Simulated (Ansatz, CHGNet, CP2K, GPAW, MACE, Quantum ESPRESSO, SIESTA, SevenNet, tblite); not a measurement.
**1T-MgBr2 antidot lattice, bare edges (41 atoms) in Quantum ESPRESSO**

Wanted: Quantum ESPRESSO inputs and outputs for 1T-MgBr2 antidot lattice, bare edges (41 atoms), checked against a plane-wave reference.

Main program and level: Quantum ESPRESSO 7.5; the method is named at each step.

**1. Starting point**

The cell holds 41 atoms: 15 Mg and 26 Br. Cell: a = 15.280 Å, b = 13.233 Å, c = 15.000 Å, α = 90.0°, β = 90.0°, γ = 90.0°. It derives from MgBr2 (1T-MgBr2). 1T-MgBr2 (a = 3.82 Å), rectangular cell with x along the zigzag direction; 4 x 2 cells with a hole of radius 3.5 Å, 12 Å of vacuum; not relaxed, displaced by a Gaussian of 0.02 Å. Then every atom was moved at random, 0.03 Å r.m.s. a Cartesian component. Vacuum lies along c. The structure's axis is a.

The yardstick, on the same geometry:

```
method                 : Kohn-Sham DFT, PBE, PAW, plane waves (Ansatz 0.2.0); cutoff 420 eV, Γ point, fermi-dirac smearing of 0.05 eV; PAW set soft_2
r.m.s. force component : 0.2052 eV/Å
longest force          : 0.6469 eV/Å
SCF cycles             : 17
time                   : 12 s on 8 threads of Arm Neoverse V2, shared host
CPU time               : 92 s
```

**2. PBE, sssp-1.3.0-efficiency, 45/360 Ry**

Method: Kohn-Sham DFT, PBE, SSSP efficiency 1.3.0 pseudopotentials, plane waves.

The input, pw.in:

```
&control
  calculation = 'scf'
  pseudo_dir = './pseudo'
  outdir = './tmp'
  disk_io = 'none'
  tprnfor = .true.
/
&system
  ibrav = 0
  nat = 41
  ntyp = 2
  ecutwfc = 45
  ecutrho = 360
  nosym = .true.
  occupations = 'smearing'
  smearing = 'fd'
  degauss = 0.003675
/
&electrons
  conv_thr = 2.0e-07
  electron_maxstep = 100
  mixing_beta = 0.2
  mixing_mode = 'local-TF'
  diagonalization = 'david'
/
ATOMIC_SPECIES
Mg 24.305 Mg.upf
Br 79.904 Br.upf
CELL_PARAMETERS angstrom
15.28000 0.00000 0.00000
0.00000 13.23287 0.00000
0.00000 0.00000 15.00000
ATOMIC_POSITIONS crystal
Mg 0.99903 0.99923 0.49880
Br 0.99909 0.16787 0.60408
Br 0.12340 0.08244 0.39896
Mg 0.12318 0.25107 0.50303
Br 0.12856 0.41511 0.60149
Br 0.00246 0.33432 0.40115
Mg 0.99967 0.49990 0.49969
Br 0.00098 0.66404 0.60212
Br 0.12672 0.58112 0.40423
Mg 0.12494 0.74809 0.49829
Br 0.12793 0.91416 0.60167
Br 0.99807 0.83352 0.39803
Mg 0.24982 0.99679 0.49985
Br 0.25376 0.16717 0.59666
Br 0.37626 0.08425 0.39998
Mg 0.37483 0.25385 0.50051
Br 0.24961 0.33498 0.40155
Mg 0.25246 0.50051 0.49865
Br 0.24906 0.66442 0.60057
Mg 0.37114 0.74822 0.49758
Br 0.37503 0.91392 0.60133
Br 0.24925 0.83464 0.40088
Mg 0.49880 0.99980 0.50257
Br 0.49910 0.16933 0.60054
Br 0.62538 0.07967 0.40189
Mg 0.62811 0.24938 0.50083
Mg 0.62450 0.74613 0.49960
Br 0.62507 0.91395 0.59866
Br 0.49939 0.83581 0.40327
Mg 0.75167 0.99578 0.50274
Br 0.75229 0.16773 0.59794
Br 0.87634 0.08291 0.40017
Mg 0.87788 0.25189 0.50066
Br 0.87404 0.41502 0.59452
Br 0.74953 0.33447 0.39766
Mg 0.75140 0.50164 0.50076
Br 0.75017 0.66293 0.60000
Br 0.87882 0.58468 0.39574
Mg 0.87370 0.74996 0.50084
Br 0.87739 0.92404 0.59972
Br 0.75099 0.83283 0.40146
K_POINTS gamma
```

Command:

```sh
$ OMP_NUM_THREADS=1 mpirun -np 4 pw.x -in pw.in > output.txt
```

What it wrote:

```text
Program PWSCF
     gamma-point specific algorithms are used
     Parallelization info
     sticks:   dense  smooth     PW     G-vecs:    dense   smooth      PW
     Min        5174    2587    645               590301   208699   26085
     Max        5176    2596    648               590306   208702   26088
     Sum       20701   10361   2585              2361215   834801  104345
     bravais-lattice index     =            0
     lattice parameter (alat)  =      28.8750  a.u.
     unit-cell volume          =   20467.5217 (a.u.)^3
     number of atoms/cell      =           41
     number of atomic types    =            2
     number of electrons       =       212.00
     number of Kohn-Sham states=          127
     kinetic-energy cutoff     =      45.0000  Ry
     charge density cutoff     =     360.0000  Ry
     scf convergence threshold =      2.0E-07
     mixing beta               =       0.2000
     number of iterations used =            8  local-TF  mixing
     Exchange-correlation=  SLA  PW   PBX  PBC
                           (   1   4   3   4   0   0   0)
     crystal axes: (cart. coord. in units of alat)
               a(1) = (   1.000000   0.000000   0.000000 )
               a(2) = (   0.000000   0.866026   0.000000 )
               a(3) = (   0.000000   0.000000   0.981675 )
     reciprocal axes: (cart. coord. in units 2 pi/alat)
               b(1) = (  1.000000  0.000000  0.000000 )
               b(2) = (  0.000000  1.154700  0.000000 )
               b(3) = (  0.000000  0.000000  1.018667 )
     PseudoPot. # 1 for Mg:
     Pseudo is Projector augmented-wave + core cor, Zval =  2.0
     PseudoPot. # 2 for Br:
     Pseudo is Ultrasoft + core correction, Zval =  7.0
     atomic species   valence    mass     pseudopotential
     Mg                2.00    24.30500     Mg( 1.00)
     Br                7.00    79.90400     Br( 1.00)
     No symmetry found
   Cartesian axes
     number of k points=     1  Fermi-Dirac smearing, width (Ry)=  0.0037
                       cart. coord. in units 2pi/alat
        k(    1) = (   0.0000000   0.0000000   0.0000000), wk =   2.0000000
     Dense  grid:  1180608 G-vectors     FFT dimensions: ( 180, 160, 180)
     Smooth grid:   417401 G-vectors     FFT dimensions: ( 125, 108, 125)
     Initial potential from superposition of free atoms
     starting charge     211.9856, renormalised to     212.0000
     negative rho (up, down):  2.146E-03 0.000E+00
     Starting wfcs are  164 randomized atomic wfcs
     Self-consistent Calculation
     iteration #  1     ecut=    45.00 Ry     beta= 0.20
     Threshold (ethr) on eigenvalues was too large:
     Diagonalizing with lowered threshold
     negative rho (up, down):  9.367E-04 0.000E+00
     total energy              =   -1726.25404176 Ry
     estimated scf accuracy    <       0.82630813 Ry
     iteration #  2     ecut=    45.00 Ry     beta= 0.20
     negative rho (up, down):  2.571E-04 0.000E+00
     total energy              =   -1726.04195276 Ry
     estimated scf accuracy    <       0.57150842 Ry
     iteration #  3     ecut=    45.00 Ry     beta= 0.20
     negative rho (up, down):  1.125E-04 0.000E+00
     total energy              =   -1726.12002632 Ry
     estimated scf accuracy    <       0.02265445 Ry
     iteration #  4     ecut=    45.00 Ry     beta= 0.20
     negative rho (up, down):  1.173E-05 0.000E+00
     total energy              =   -1726.11987059 Ry
     estimated scf accuracy    <       0.01135949 Ry
     iteration #  5     ecut=    45.00 Ry     beta= 0.20
     negative rho (up, down):  3.874E-06 0.000E+00
     total energy              =   -1726.12090639 Ry
     estimated scf accuracy    <       0.00304184 Ry
     iteration #  6     ecut=    45.00 Ry     beta= 0.20
[...]
total energy              =   -1726.12161307 Ry
     estimated scf accuracy    <       0.00137517 Ry
[...]
total energy              =   -1726.12183696 Ry
[...]
iteration # 14     ecut=    45.00 Ry     beta= 0.20
[...]
total energy              =   -1726.12183707 Ry
     estimated scf accuracy    <       0.00000082 Ry
     iteration # 15     ecut=    45.00 Ry     beta= 0.20
     negative rho (up, down):  1.740E-03 0.000E+00
     total energy              =   -1726.12183780 Ry
     estimated scf accuracy    <       0.00000046 Ry
     iteration # 16     ecut=    45.00 Ry     beta= 0.20
     negative rho (up, down):  1.723E-03 0.000E+00
     End of self-consistent calculation
          k = 0.0000 0.0000 0.0000 ( 52173 PWs)   bands (ev):
   -17.6472 -17.4872 -17.4712 -17.3724 -17.3347 -17.3026 -17.2531 -17.1766
   -17.1323 -17.1122 -17.0806 -17.0527 -17.0326 -17.0242 -17.0098 -16.9818
   -16.9617 -16.9459 -16.9209 -16.9118 -16.9086 -16.9015 -16.8726 -16.8549
   -16.8501 -16.8202  -7.3277  -7.2700  -7.2488  -7.0430  -6.9716  -6.9093
    -6.8999  -6.8883  -6.8519  -6.8024  -6.7761  -6.7310  -6.7230  -6.7004
    -6.6754  -6.5781  -6.5305  -6.4540  -6.4197  -6.3431  -6.2971  -6.2320
[...]
-4.3811  -4.3687  -4.3492  -4.3153  -4.2927  -4.2794  -4.1271  -4.0910
    -0.8459  -0.1818  -0.1585   0.5298   0.5629   1.2264   1.3117   1.5299
     1.6713   1.7783   1.8182   2.0475   2.1356   2.1632   2.2421   2.3150
     2.3323   2.4888   2.5883   2.6097   2.6832   2.7311   2.7632
     the Fermi energy is    -0.1701 ev
!    total energy              =   -1726.12183784 Ry
     estimated scf accuracy    <       0.00000012 Ry
     smearing contrib. (-TS)   =      -0.01009032 Ry
     internal energy E=F+TS    =   -1726.11174752 Ry
     The total energy is F=E-TS. E is the sum of the following terms:
     one-electron contribution =   -1855.06294679 Ry
     hartree contribution      =     975.03367419 Ry
     xc contribution           =    -704.93965876 Ry
     ewald contribution        =     327.90805716 Ry
     one-center paw contrib.   =    -469.05087332 Ry
     convergence has been achieved in  16 iterations
     negative rho (up, down):  1.723E-03 0.000E+00
     Forces acting on atoms (cartesian axes, Ry/au):
     atom    1 type  1   force =     0.01005458    0.00453135   -0.00015606
     atom    2 type  2   force =     0.00443206   -0.00195112    0.00001053
     atom    3 type  2   force =     0.00316430    0.00207348    0.00156900
     atom    4 type  1   force =     0.00487910   -0.00612669   -0.00196952
     atom    5 type  2   force =    -0.00218019    0.00214097    0.00848631
     atom    6 type  2   force =    -0.00201708   -0.00149559   -0.00996849
[...]
atom   39 type  1   force =     0.00809139   -0.00202256    0.00070524
     atom   40 type  2   force =    -0.00189193   -0.01656366    0.01440443
     atom   41 type  2   force =    -0.00145195   -0.00526818   -0.00963804
     Total force =     0.084978     Total SCF correction =     0.000518
     Message from routine punch:
     Nothing written, as per user request (disk_io='none')
```

It took 2.5 min on 4 MPI ranks of Arm Neoverse V2, shared host; peak memory 5.9 GiB.

Banners, paths, timers and routine set-up lines are dropped from the logs unmarked, and long logs keep their key lines alone; longer cuts are marked.

Numbers from this run, and their distance from the reference:

```yaml
r_m_s_force_component: 0.197 eV/Å
r_m_s_difference_of_force_components: 10.57 meV/Å
longest_difference_of_force_vectors: 24.73 meV/Å
force_difference_over_r_m_s_force: 5.15 %
slope_of_forces_against_the_reference_s: 0.9594
correlation_of_force_components: 0.9995
```

Length of the force difference by element (eV/Å):

```
element  atoms   mean   most
     Br     26  0.020  0.023
     Mg     15  0.012  0.025
```

Local excerpt of 12 atoms (numbers count through the whole input) about Br34, which bears the longest force; x, y, z are measured from there.

```csv
atom,x,y,z,distance (Å),bonds,Fx,Fy,Fz (eV/Å)
Br34,0.00,0.00,0.00,0.00,3,0.028,0.120,0.612
Mg33,0.06,-2.16,-1.41,2.58,6,-0.101,-0.273,-0.274
Mg36,-1.87,1.15,-1.41,2.61,4,-0.423,-0.080,-0.376
Mg7,1.92,1.12,-1.42,2.64,6,0.103,0.038,0.061
Br6,1.96,-1.07,-2.90,3.66,3,-0.052,-0.038,-0.256
Br35,-1.90,-1.07,-2.95,3.67,3,0.039,-0.026,-0.213
Br38,0.07,2.25,-2.98,3.73,3,-0.185,0.026,0.015
Br31,-1.86,-3.27,0.05,3.76,3,-0.074,0.032,0.342
Br37,-1.89,3.28,0.08,3.79,3,0.149,0.222,0.468
Br2,1.91,-3.27,0.14,3.79,3,0.114,-0.050,0.000
Br8,1.94,3.30,0.11,3.83,3,-0.117,0.115,0.009
Br5,3.89,0.00,0.10,3.89,3,-0.056,0.055,0.218
```

Forces lie 5.2 % from the reference's, at 6.4 times its CPU time (on 4 against 8 cores).

**3. Summary of results**

```json
{
  "force difference from the reference": "QE PBE, sssp-1.3.0-efficiency, 45/360 Ry, 5.2 %",
  "its CPU time": "9.9 min"
}
```

In words: PBE on plane waves or a grid with other potentials, cutoffs or grids differs from the reference by 5.2 % (QE PBE, sssp-1.3.0-efficiency, 45/360 Ry) of the r.m.s. force; this holds the reference's own error, so differences of a few per cent don't tell which side is nearer the exact PBE result (QE's 45 Ry are 612 eV, against the reference's 420 eV). The potentials hold different valence shells: 332 electrons in the reference, 212 in Quantum ESPRESSO with SSSP; this bears on time and differences. The runs have no spin polarisation, so any moments at edges, vacancies or dangling bonds can't form. The electronic-structure runs sample only Γ, in a cell whose shortest periodic width is 13 Å, which is coarse for a cell with partly filled levels.

[Also dropped from logs without a mark: logging warnings of Python, and SIESTA's first energy breakdown and zero terms.]

[Logs are printed without paths, hosts, clocks, repeated set-up lines and the standing remarks that a program may print on its own settings, such as how far it seeks lower states.]

[Hosts, paths, dates, database ids (printed as entryN), source tags and the programs' standing remarks are cut or masked in the printed files.]
